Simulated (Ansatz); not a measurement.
## ScAl3 (Pm-3m), an elastic constant from a strain scan

The calculation used Ansatz 0.2.0, DFT PBEsol, scalar-relativistic, plane waves, PAW. The runs took a 420 eV cutoff, a Γ-centred 12×12×12 mesh and Gaussian smearing (0.15 eV). No spin polarisation. Energies are free energies at this smearing, counted from the undisturbed cell; pressure is positive in compression.

The undisturbed cell (relaxed at this level; it needn't be the usual structure):

```
Sc Al
1.0
     4.07130    0.00000    0.00000
     0.00000    4.07130    0.00000
     0.00000    0.00000    4.07130
Sc Al
1 3
Direct
  0.00000 0.00000 0.00000
  0.50000 0.00000 0.50000
  0.00000 0.50000 0.50000
  0.50000 0.50000 0.00000
```

The cell is strained by ε times the Voigt pattern (1, -1, 0, 0, 0, 0) (xx, yy, zz, yz, xz, xy; engineering shear) with fractional coordinates fixed. The cell holds 4 atoms in V0 = 67.48 Å³. The stress column is τ = (1/V0) dE/dε, got from the stress tensor σ (compression positive) at each point as −det(1 + εP) σ : P(1 + εP)⁻¹, with P the pattern as a tensor.

```csv
ε,ΔE (meV/atom),τ (GPa)
-0.0350,19.005,-10.216
-0.0300,13.997,-8.806
-0.0250,9.738,-7.369
-0.0200,6.240,-5.913
-0.0150,3.513,-4.444
-0.0100,1.562,-2.967
-0.0050,0.390,-1.485
0.0000,0.000,0.000
0.0050,0.390,1.485
0.0100,1.562,2.967
0.0150,3.513,4.444
0.0200,6.240,5.913
0.0250,9.738,7.369
0.0300,13.997,8.806
0.0350,19.005,10.216
0.0400,?,?
```

**Question.** Which combination of elastic constants does this scan measure, and how large is it?

**Answer.** For small ε, τ = τ0 + Kε with K = pᵀCp, which for this pattern is 2(C11 − C12) in the cubic axes. The parabola through τ at ε = -0.0050, 0 and 0.0050 has slope K = 297 GPa at zero. The energies per cell, E = NΔE, of the same two points give K = 2[E(ε₊)/ε₊ − E(ε₋)/ε₋]/[(ε₊ − ε₋)V0] = 296 GPa, in agreement.

**Question.** Predict the withheld row at ε = 0.0400 from the harmonic law, and compare.

**Answer.** ΔE = V0(τ0 ε + Kε²/2)/N = 25.019 meV/atom and τ = 11.88 GPa. The calculation gives 24.750 meV/atom and 11.60 GPa, a miss of 1.1 % of the harmonic energy, so the harmonic law still holds here.

In a metal these slopes depend on the k mesh and the smearing.